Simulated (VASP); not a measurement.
# SrCl₂: G0W0 on PBE, by tags set and frequency points

SrCl₂, Fm-3m (no. 225), 3 atoms in the cell. PBE, GW; PAW potentials Sr_sv_GW, Cl_GW (PBE set).

| Tags set | Frequency points | Quasiparticle gap on the mesh (eV) | Gap of the starting point on the mesh (eV) | Quasiparticle gap at the zone centre (eV) | Starting gap at the zone centre (eV) | Correction of the gap between the band edges on the mesh (eV) | Time (s) |
|---|---|---|---|---|---|---|---|
| NOMEGA = 48, OMEGAMAX left out | 48 | 7.37 | 5.33 | 7.77 | 5.67 | 2.04 | 12 |
| NOMEGA = 48, OMEGAMAX = 30 | 48 | 7.37 | 5.33 | 7.77 | 5.67 | 2.04 | 10 |
| NOMEGA = 96, OMEGAMAX left out | 96 | 7.36 | 5.33 | 7.76 | 5.67 | 2.03 | 11 |
| NOMEGA = 96, OMEGAMAX = 30 | 96 | 7.35 | 5.33 | 7.75 | 5.67 | 2.02 | 11 |
| NOMEGA = 96, OMEGAMAX = 20 | 96 | 7.37 | 5.33 | 7.75 | 5.67 | 2.04 | 11 |
| NOMEGA = 96, OMEGAMAX = 60 | 96 | 7.37 | 5.33 | 7.77 | 5.67 | 2.04 | 11 |
| NOMEGA = 200, OMEGAMAX left out | 200 | 7.38 | 5.33 | 7.72 | 5.67 | 2.05 | 14 |
| NOMEGA = 200, OMEGAMAX = 30 | 200 | 7.36 | 5.33 | 7.74 | 5.67 | 2.02 | 12 |

Limits: the mesh is coarse: neither the gap nor the screening is converged.

## Input of the first row

INCAR.step1:
```
ALGO = Normal ; EDIFF = 1E-8
ENCUT = 300 ; GGA = PE
ISMEAR = 0 ; LASPH = T
LCHARG = F ; LREAL = F
LWAVE = T ; NELM = 150
PREC = Accurate ; SIGMA = 0.05
```

INCAR.step2, as INCAR.step1 but for:
```
- ALGO = Normal
- NELM = 150
+ ALGO = Exact
+ ISTART = 1
+ LOPTICS = T
+ NBANDS = 204
+ NELM = 1
```

INCAR.step3:
```
ALGO = EVGW0 ; ENCUT = 300
ENCUTGW = 100 ; GGA = PE
ISMEAR = 0 ; ISTART = 1
LASPH = T ; LCHARG = F
LREAL = F ; LWAVE = F
NBANDS = 204 ; NBANDSGW = 16
NELMGW = 1 ; NOMEGA = 48
PREC = Accurate ; PRECFOCK = Fast
SIGMA = 0.05
```

KPOINTS:
```
k-points
0
Gamma
  2 2 2
```

POSCAR:
```
SrCl2
1.0
    0.0000000000      3.4883500000      3.4883500000
    3.4883500000      0.0000000000      3.4883500000
    3.4883500000      3.4883500000      0.0000000000
Sr Cl
1 2
Direct
    0.0000000000      0.0000000000      0.0000000000
    0.7500000000      0.7500000000      0.7500000000
    0.2500000000      0.2500000000      0.2500000000
```

Commands (each step's output is kept before the next begins):
```
cat potpaw_PBE.64/Sr_sv_GW/POTCAR potpaw_PBE.64/Cl_GW/POTCAR > POTCAR
cp INCAR.step1 INCAR
mpirun -np 4 vasp_std > vasp.out
cp INCAR.step2 INCAR
mpirun -np 4 vasp_std > vasp.out
cp INCAR.step3 INCAR
mpirun -np 4 vasp_std > vasp.out
```

Changes of the last row against the first:
```
(step 3)
- NOMEGA = 48
+ NOMEGA = 200
+ OMEGAMAX = 30
```

VASP 6.6.1 took 12 s on 4 cores (Intel Xeon 6975P-C (Granite Rapids)), a shared host.
